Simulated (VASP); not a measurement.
Runs of VASP 6.6.1 on BN. Symmetry: P6_3/mmc, No. 194, hexagonal system. The conventional cell has a = 2.498 Å, b = 2.498 Å, c = 6.636 Å, α = 90.00°, β = 90.00°, γ = 120.00°. N (site symmetry -6m2) is surrounded by 3 B at 1.44 Å. B (site symmetry -6m2) is surrounded by 3 N at 1.44 Å. 

```tsv
task	level	potentials or basis	cell	k mesh	cutoff (eV)	smearing	grid for exact exchange (PRECFOCK)	optimiser	mesh quality	gap on the mesh (eV)	pressure (GPa)
single point	RPBE	VASP PAW PBE potentials, release 64 (N_GW, B_GW)	as given	12 × 12 × 4	550	gaussian 0.05 eV	-	-	not flagged	4.41	8.5
electron localisation function	BEEF-vdW	VASP PAW PBE potentials, release 64 (N_GW, B_GW)	as given	12 × 12 × 4	600	gaussian 0.05 eV	-	-	not flagged	4.51	4.4
single point	HSE03+D3(BJ)	VASP PAW PBE potentials, release 64 (N, B)	as given	6 × 6 × 2	520	fermi-dirac 0.02 eV	Fast	-	coarse	(a)	(b)
band structure	TPSS+D3	VASP PAW PBE potentials, release 64 (N, B)	volume scaled by 0.92	12 × 12 × 4	520	fermi-dirac 0.02 eV	-	-	not flagged	4.51	26.6
relaxation of cell and atoms	PBEsol+D3(BJ)	VASP PAW PBE potentials, release 64 (N, B)	relaxed	12 × 12 × 4	600	fermi-dirac 0.1 eV	-	BFGS	not flagged	4.07	0.0
```

Alike in all rows: no spin polarisation.

Task: Estimate the missing entries.

Result: (a) 5.35; (b) -2.6.

Caveats: some runs use coarse meshes; the PAW data sets were made with another functional, which shifts forces and pressure a little; this functional lacks dispersion, which binds the layers, so the pressure and a relaxed spacing across them are unreliable (some runs).

A k mesh can miss the band edges.

Runs at the PBE level aren't shown here.
